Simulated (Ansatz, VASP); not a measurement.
**One calculation of HfO2, two programs**

Contents of INCAR:

```
PREC = Accurate
ENCUT = 520
EDIFF = 1E-6
ISMEAR = -1
SIGMA = 0.05
LREAL = F
LASPH = T
NELM = 100
ALGO = Normal
ISIF = 2
LWAVE = F
LCHARG = T
GGA = CA
LELF = T
LVHAR = T
NBANDS = 18
```

Contents of KPOINTS:

```
Automatic mesh
0
Gamma
  9 9 9
```

POSCAR

```
HfO2
1.0
    0.0000000000      2.5229349520      2.5229349520
    2.5229349520      0.0000000000      2.5229349520
    2.5229349520      2.5229349520      0.0000000000
Hf O
1 2
Direct
    0.0000000000      0.0000000000      0.0000000000
    0.7500000000      0.7500000000      0.7500000000
    0.2500000000      0.2500000000      0.2500000000
```

The input input.yaml:

```yaml
crystal:
  lattice:
    - [0.0, 2.522934952, 2.522934952]
    - [2.522934952, 0.0, 2.522934952]
    - [2.522934952, 2.522934952, 0.0]
  atoms:
    - { symbol: Hf, position: [0.0, 0.0, 0.0] }
    - { symbol: O, position: [0.75, 0.75, 0.75] }
    - { symbol: O, position: [0.25, 0.25, 0.25] }
kpoints:
  mp_grid: { grid: [9, 9, 9] }
scf:
  occupations: { method: fermi_dirac, width: 0.05 }
hamiltonian:
  xc: lda
  pseudopotentials: { kind: all_electron, lapw: { basis_error: 0.002 } }
output:
  forces: true
  stress: true
  eigenvalues: true
```

Change from the starting cell: volume scaled by 0.96.

Alike in both runs: task single point; functional LDA; k mesh 9 × 9 × 9; occupations fermi-dirac, width 0.05 eV; no spin polarisation.

```csv
,VASP,Ansatz
version,VASP 6.6.1,Ansatz 0.2.0
potentials or method,"VASP PAW LDA potentials, release 64 (Hf_pv, O)","all-electron LAPW, scalar-relativistic"
plane-wave cutoff (eV),520,see its input
```

|  | VASP | Ansatz | Ansatz less VASP |
| --- | --- | --- | --- |
| gap on the k mesh at the Fermi level (eV) | 3.75 | 3.71 | -0.036 |
| least direct gap on the mesh (eV) | 3.87 | 3.84 | -0.034 |
| pressure (GPa) | -10.2 | -7.0 | +3.17 |

Ansatz ran all-electron here, so the differences hold the error of VASP's frozen core and of both bases.

Caveats: spin-orbit coupling is left out, which moves the levels of the heavy elements; an odd mesh through Γ misses points on the zone boundary, where band edges often lie.
